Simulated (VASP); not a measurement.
**Mg: band structure with rSCAN**

Crystal: Mg.

```
CELL_PARAMETERS angstrom
3.20930 0.00000 0.00000
-1.60465 2.77934 0.00000
0.00000 0.00000 5.21030
ATOMIC_POSITIONS crystal
Mg 0.66667 0.33333 0.75000
Mg 0.33333 0.66667 0.25000
```

```
Program                : VASP 6.6.1
Task                   : band structure
Functional             : rSCAN
Potentials or basis    : VASP PAW PBE potentials, release 64 (Mg)
Cutoff                 : 520 eV
k mesh                 : 10 × 10 × 5
Occupations            : fermi-dirac, width 0.05 eV
Spin                   : no spin polarisation
Further INCAR settings : ALGO = Normal; EDIFF = 1e-06
```

```json
{"Pressure": "-1.2 GPa", "Band gap along the path": "none (metal or under the smearing width)"}
```

Stress tensor (GPa, compression positive):
```
-1.48  0.00  0.00
 0.00 -1.48  0.00
 0.00  0.00 -0.60
```

Levels at the corners of the path, in eV from the Fermi level:
```tsv
point	band 1	band 2	band 3	band 4	band 5
Γ	-7.35	-1.89	-1.26	11.55	11.56
M	-2.35	-2.25	2.75	3.11	3.48
M	-2.35	-2.25	2.75	3.11	3.48
K	-0.76	-0.64	-0.64	4.31	4.31
K	-0.76	-0.64	-0.64	4.31	4.31
Γ	-7.35	-1.89	-1.26	11.56	11.56
Γ	-7.35	-1.89	-1.26	11.56	11.56
A	-5.88	-5.88	5.29	5.29	12.31
A	-5.88	-5.88	5.29	5.29	12.31
L	-1.26	-1.26	-0.43	-0.43	8.43
L	-1.26	-1.26	-0.43	-0.43	8.45
H	0.12	0.12	0.62	0.62	1.75
H	0.12	0.12	0.62	0.62	1.75
A	-5.88	-5.88	5.29	5.29	12.31
L	-1.26	-1.26	-0.43	-0.43	8.44
M	-2.35	-2.25	2.75	3.11	3.48
K	-0.76	-0.64	-0.64	4.31	4.31
H	0.12	0.12	0.62	0.62	1.75
```

Run time: 3.5 min on 1 thread of AMD EPYC 7571, with other jobs on the host, peak memory 0.14 GiB.

Caveat: the PAW data sets were made with another functional, which shifts forces and pressure a little.
